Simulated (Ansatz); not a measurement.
Moving the screening of exact exchange in LiF

The structure is cubic, space group Fm-3m (No. 225). Conventional cell: a = 4.028 Å, b = 4.028 Å, c = 4.028 Å, α = 90.00°, β = 90.00°, γ = 90.00°. Around F (site symmetry m-3m) lie 6 Li at 2.01 Å. Around Li (site symmetry m-3m) lie 6 F at 2.01 Å.

Kept alike: task single point; functional HSE06 form with a typed share of exact exchange; k mesh 6 × 6 × 6; occupations fermi-dirac, width 0.05 eV; no spin polarisation. Program: Ansatz, Ansatz PAW, cutoff 420 eV. Exact-exchange share held at 0.25. The mesh is that of the run's cell of 2 atoms. No spin-orbit coupling.

```csv
"screening of exact exchange, ω (Å⁻¹)",band gap (eV)
0.1,11.782
0.15,11.597
0.2,11.423
0.3,11.108
0.4,10.835
0.6,10.391
```

The k mesh is coarse, so the values aren't converged. A gap read on the mesh alone can miss an edge between its points. All rows use potentials made for PBE. The mesh is thin for exact exchange.

Q: What does the screening of exact exchange change here?

A: The band gap falls from 11.782 to 10.391 eV between 0.1 and 0.6 Å⁻¹. Weaker screening leaves more long-range exchange and so a wider gap.
